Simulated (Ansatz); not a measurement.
# AgCl: one input, then a changed one

The cell was built from the wurtzite type and relaxed in the same program, and has space group P6_3mc; it needn't be a known or the stable phase.

First run: DFT, PBE, PAW with Ansatz's default frozen-core files, scalar-relativistic (Ansatz 0.2.0).

Command: `ansatz run input.yaml --threads 1 --pin off --max-ram 3072MiB --backend cpu --events-out ev --progress --plain --runs-dir out` The run took 60 s on 1 thread of Arm Neoverse V2, on a shared host.

```yaml
crystal:
  lattice:
    - [4.2981792161, 0.0, 0.0]
    - [-2.1490896081, 3.7223323912, 0.0]
    - [0.0, 0.0, 6.9458893937]
  atoms:
    - { symbol: Ag, position: [0.3333333333, 0.6666666667, -0.0013968115] }
    - { symbol: Ag, position: [0.6666666667, 0.3333333333, 0.4986031885] }
    - { symbol: Cl, position: [0.3333333333, 0.6666666667, 0.3773968115] }
    - { symbol: Cl, position: [0.6666666667, 0.3333333333, 0.8773968115] }
kpoints:
  mp_grid: { grid: [11, 11, 6] }
  band_path:
    path:
      - [0.0, 0.0, 0.0]
      - [0.5, 0.0, 0.0]
      - [0.3333333333, 0.3333333333, 0.0]
      - [0.0, 0.0, 0.0]
      - [0.0, 0.0, 0.5]
      - [0.5, 0.0, 0.5]
      - [0.3333333333, 0.3333333333, 0.5]
      - [0.0, 0.0, 0.5]
      - [0.5, 0.0, 0.5]
    npoints: 14
scf:
  occupations: { method: fermi_dirac, width: 0.05 }
hamiltonian:
  xc: pbe
  pseudopotentials: { kind: paw }
output:
  forces: true
  stress: true
  eigenvalues: true
  efg: { contact_densities: true }
  populations: true
  bader: true
  dos: { projected: true, de: 0.2, e_range: [-14, 8] }
  write_density: true
  write_potential: true
  elf: true
  volumetric_format: npy
```

Result: converged; pressure 0.04 GPa; gap on the k mesh 1.31 eV (the mesh can miss the band edges); 6 SCF iterations.

The input is then changed:

```diff
@@ -25,7 +25,9 @@
 scf:
   occupations: { method: fermi_dirac, width: 0.05 }
+  mixing: { algorithm: msr1, beta: 0.3 }
 hamiltonian:
   xc: pbe
   pseudopotentials: { kind: paw }
+  dispersion: d3bjatm
 output:
   forces: true
@@ -34,9 +36,9 @@
   efg: { contact_densities: true }
   populations: true
-  bader: true
-  dos: { projected: true, de: 0.2, e_range: [-14, 8] }
   write_density: true
   write_potential: true
   elf: true
   volumetric_format: npy
+basis:
+  ecutrho_ratio: 8
```

(1) What does the second run give?

## Answers

(1) It converged; pressure -1.40 GPa; gap on the k mesh 1.31 eV (the mesh can miss the band edges); 7 SCF iterations.
